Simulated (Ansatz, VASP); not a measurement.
## Ni: VASP beside Ansatz

Contents of INCAR:

```
PREC     = Accurate       # precision mode
ENCUT    = 600            # plane-wave cutoff, eV
EDIFF    = 1E-6           # SCF threshold, eV
ISMEAR   = -1             # smearing method
SIGMA    = 0.05           # smearing width, eV
LREAL    = False          # projectors in reciprocal space
LASPH    = True           # aspherical terms in the spheres
NELM     = 100            # most SCF steps
ALGO     = Normal         # electronic algorithm
ISIF     = 3              # what is computed and relaxed
LWAVE    = False          # write WAVECAR
LCHARG   = False          # write CHGCAR
ISPIN    = 2              # spin polarisation
MAGMOM   = 1              # initial moments
LORBIT   = 11             # projections on sites
LMAXMIX  = 4              # l up to which the mixer works
GGA      = RE             # functional
IBRION   = 2              # ionic algorithm
NSW      = 60             # ionic steps
EDIFFG   = -0.01          # ionic threshold
```

File KPOINTS:

```
Automatic mesh
0
Gamma
  13 13 13
```

File POSCAR:

```
Ni
1.0
    0.0000000000      1.7375729330      1.7375729330
    1.7375729330      0.0000000000      1.7375729330
    1.7375729330      1.7375729330      0.0000000000
Ni
1
Direct
    0.0000000000      0.0000000000      0.0000000000
```

input.yaml

```yaml
crystal:
  lattice:
    - [0.0, 1.737572933, 1.737572933]
    - [1.737572933, 0.0, 1.737572933]
    - [1.737572933, 1.737572933, 0.0]
  atoms:
    - { symbol: Ni, position: [0.0, 0.0, 0.0], spin: 1.0 }
hamiltonian:
  xc: revpbe
  pseudopotentials: { kind: paw }
magnetization:
  spin_polarized: true
kpoints:
  mp_grid: { grid: [13, 13, 13] }
scf:
  occupations: { method: fermi_dirac, width: 0.05 }
output:
  forces: true
  stress: true
relax:
  f_tol: 0.01
  max_steps: 40
  cell: { stress_tol: 0.05 }
```

Alike in both runs: task relaxation of cell and atoms; functional revPBE; k mesh 13 × 13 × 13; occupations fermi-dirac, width 0.05 eV; collinear spin, ferromagnetic start.

|  | VASP | Ansatz |
| --- | --- | --- |
| version | VASP 6.6.1 | Ansatz 0.2.0 |
| potentials or method | VASP PAW PBE potentials, release 64 (Ni) | Ansatz PAW |
| plane-wave cutoff (eV) | 600 | 420 |
| valence electrons in the cell | 10 | 18 |

VASP gave:

| Quantity | Value |
| --- | --- |
| net moment per atom (μB) | 0.63 |
| size of the moment on the site where the two differ most (μB) | 0.64 |
| relaxed volume (Å³/atom) | 11.12 |
| relaxed cell length with the largest relative difference (Å) | 2.505 |
| energy change over the relaxation (meV/atom) | -22 |

Question: Which values does Ansatz return?

Answer: net moment per atom (μB): 0.64; size of the moment on the site where the two differ most (μB): 0.68; relaxed volume (Å³/atom): 11.11; relaxed cell length with the largest relative difference (Å): 2.505; energy change over the relaxation (meV/atom): -22.

Site moments also hang on the region over which each program counts them. The two sets of potentials don't hold the same shells in valence.

Caveats: the PAW data sets were made with another functional, which shifts forces and pressure a little (VASP); the plane-wave basis is chosen anew once the cell has moved, so the energies of steps on either side of that aren't comparable (Ansatz); the PAW data sets come from PBE, with cores solved anew for the run's functional, which leaves a small shift of forces and pressure (Ansatz).
